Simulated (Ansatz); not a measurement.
# Two Ansatz runs on Ca

The cell is a measured one (Crystallography Open Database entry 9011033); the temperature and pressure of the measurement aren't taken into account, and nothing was relaxed.

First run: DFT, PBEsol, all-electron LAPW, scalar-relativistic (Ansatz 0.2.0).

Command: `ansatz run input.yaml --threads 1 --pin off --max-ram 2048MiB --backend cpu --events-out ev --progress --plain --runs-dir out` The run took 2.4 s on 1 thread of Arm Neoverse V1, with other jobs on the host, peak memory 0.2 GiB.

```yaml
crystal:
  lattice:
    - [0.0, 2.7942, 2.7942]
    - [2.7942, 0.0, 2.7942]
    - [2.7942, 2.7942, 0.0]
  atoms:
    - { symbol: Ca, position: [0.0, 0.0, 0.0] }
kpoints:
  mp_grid: { grid: [11, 11, 11] }
  band_path:
    path:
      - [0.0, 0.0, 0.0]
      - [0.5, 0.0, 0.5]
      - [0.625, 0.25, 0.625]
      - [0.375, 0.375, 0.75]
      - [0.0, 0.0, 0.0]
      - [0.5, 0.5, 0.5]
      - [0.5, 0.25, 0.75]
      - [0.5, 0.0, 0.5]
    npoints: 5
scf:
  occupations: { method: fermi_dirac, width: 0.05 }
hamiltonian:
  xc: pbesol
  pseudopotentials: { kind: all_electron, lapw: { basis_error: 0.001 } }
output:
  forces: true
  stress: true
  eigenvalues: true
```

Result: converged; pressure -1.16 GPa; no gap on the k mesh; 5 SCF iterations.

A second input differs as follows:

```diff
@@ -21,4 +21,5 @@
 scf:
   occupations: { method: fermi_dirac, width: 0.05 }
+  max_iter: 80
 hamiltonian:
   xc: pbesol
@@ -28,3 +29,4 @@
   stress: true
   eigenvalues: true
+total_charge: 4
```

Q: What is wrong with it, and what does the program do?

A: The fault is a charge that the system can't hold (a charged periodic cell is solved on a neutralising background, which makes energy and pressure unphysical). The run converged; pressure 4.45 GPa; no gap on the k mesh; 7 SCF iterations. Such numbers aren't properties of the crystal. The log ends:
```
  atom   1  Ca     0.00000000    -0.00000000    -0.00000000
  max |Σ_I F_I| component: 1.28e-33 eV/Å
--- Stress (GPa, compression-positive) ---
        4.445865      -0.000000      -0.000000
       -0.000000       4.445865       0.000000
       -0.000000       0.000000       4.445865
  P = ⅓ Tr σ = 4.4459 GPa (44.459 kbar)
--- Band table (eV; the first three rows and the last of 56) ---
  k-point 0: bands = ["-49.7307", "-29.7831", "-29.7831", "-29.7831", "-0.5082", "-0.5082", "-0.5082"]
  k-point 1: bands = ["-49.7305", "-29.7847", "-29.7833", "-29.7833", "-0.5084", "-0.4995", "-0.4995"]
  k-point 2: bands = ["-49.7300", "-29.7892", "-29.7841", "-29.7841", "-0.5098", "-0.4820", "-0.4820"]
  k-point 55: bands = ["-49.7274", "-29.7982", "-29.7970", "-29.7912", "-0.4991", "-0.4565", "-0.4385"]
```
